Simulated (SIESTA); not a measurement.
AgBr under changes of volume

One of the cells (23.644 Å³/atom); the others are scaled copies at fixed shape and fractional positions:

```
Ag Br
1.0
     0.00000    2.87015    2.87015
     2.87015    0.00000    2.87015
     2.87015    2.87015    0.00000
Ag Br
1 1
Direct
  0.00000 0.00000 0.00000
  0.50000 0.50000 0.50000
```

```yaml
Program: SIESTA 5.4.2
Functional: LDA
Potentials_or_basis: PseudoDojo 0.4 standard (LDA files)
Basis: DZP (energy shift 0.003 Ry; two zetas on semicore shells)
Grid_cutoff: 800 Ry
Energy_shift: 0.003 Ry
k_mesh: 8 × 8 × 8
Occupations: fermi-dirac, width 0.05 eV
Spin: no spin polarisation
```

```tsv
volume (Å³/atom)	energy over the lowest point (meV/atom)	pressure (GPa)	gap on the mesh (eV)
22.225	0.00	-0.9	0.73
22.698	4.52	-2.1	0.72
23.171	12.45	-3.2	0.72
23.644	?	?	?
24.116	36.50	-4.9	0.71
24.589	52.10	-5.6	0.71
25.062	69.52	-6.2	0.71
```

Task: What does the run at 23.644 Å³/atom give?

Result: Energy over the lowest point 23.18 meV/atom; pressure -4.1 GPa; gap on the mesh 0.72 eV.

Worked out: A Birch-Murnaghan fit of order 3 (a polynomial in V^(-2/3)) to the other rows has its minimum at 21.91 Å³/atom, just outside them, with B0 = V·E''(V) = 66 GPa and B' = 5.3. It gives 23.22 meV/atom at 23.644 Å³/atom, against the run's 23.18, and -dE/dV = -4.1 GPa, against -4.1. A straight line through the other rows of the gap, of slope -0.161 eV per unit of ln V, gives 0.72 eV, against the run's 0.72.

Energies are extrapolated to zero smearing.

Caveats: short orbitals over semicore shells can move pressures by several GPa; the basis of atomic orbitals isn't converged, which shifts pressures, moduli and gaps.

A mesh can miss the band edges. Spin-orbit coupling on Ag, Br is left out.
